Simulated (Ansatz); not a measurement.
An Ansatz input and the part of its output that reports the observables at the nuclei.

The cell is a COD entry, relaxed with PBE at fixed cell and then changed (volume scaled by 1.06, ions relaxed).

```yaml
crystal:
  lattice:
    - [0.0, 2.7351113962, 2.7351113962]
    - [2.7351113962, 0.0, 2.7351113962]
    - [2.7351113962, 2.7351113962, 0.0]
  atoms:
    - { symbol: Co, position: [0.0, 0.0, 0.0], spin: 2.0 }
    - { symbol: Si, position: [0.25, 0.25, 0.25] }
    - { symbol: Si, position: [0.75, 0.75, 0.75] }
magnetization:
  spin_polarized: true
kpoints:
  mp_grid: { grid: [15, 15, 15] }
scf:
  occupations: { method: fermi_dirac, width: 0.05 }
hamiltonian:
  xc: pbe
  pseudopotentials: { kind: paw }
output:
  forces: true
  stress: true
  populations: true
  efg: { quadrupole_moments_barn: { Co: 0.42 }, contact_densities: true }
relax:
  f_tol: 0.02
  max_steps: 60
```

```sh
ansatz run input.yaml --threads 1 --pin off --max-ram 3072MiB --backend cpu --events-out ev --progress --plain --runs-dir out
```

The run relaxes the ions first, and the block belongs to the relaxed positions.

Of the output, the block on the nuclei alone is shown; the set-up, the SCF iterations, energies, forces and stress are cut.

```
--- PAW observables at the nuclei: V_zz in 10²¹ V/m², potentials from the cell's mean, atoms counted from 1 ---
  atom   1  Co V_zz =    -0.000000   η = 0.0000   by run symmetry: forbidden   C_q = -0.0000 MHz
            electrostatic potential = -3387.311843 V   contact ρ = 114696.639589 e/Å³   contact ρ_s (e/Å³): all electrons +0.000000, valence +0.000000
  atom   2  Si V_zz =    -0.000000   η = 0.0000   by run symmetry: forbidden
            electrostatic potential = -1363.090182 V   contact ρ = 12809.728974 e/Å³   contact ρ_s (e/Å³): all electrons +0.000000, valence -0.000000
  atom   3  Si V_zz =    -0.000000   η = 0.0000   by run symmetry: forbidden
            electrostatic potential = -1363.090182 V   contact ρ = 12809.728974 e/Å³   contact ρ_s (e/Å³): all electrons +0.000000, valence -0.000000
```

The relaxation (1 step) took 23 s of wall time (23 s of CPU time) and 0.54 GiB at its peak, on 1 thread of Intel Xeon Platinum 8259CL CPU @ 2.50GHz (Skylake/Cascade Lake) (x86_64; 16 cores open to the job, memory cap 3.0 GiB, no GPU), a shared host with a load of 0.7 a core.

At this changed cell the PBE pressure is -10 GPa. The start moments die out, and the run ends without spin.
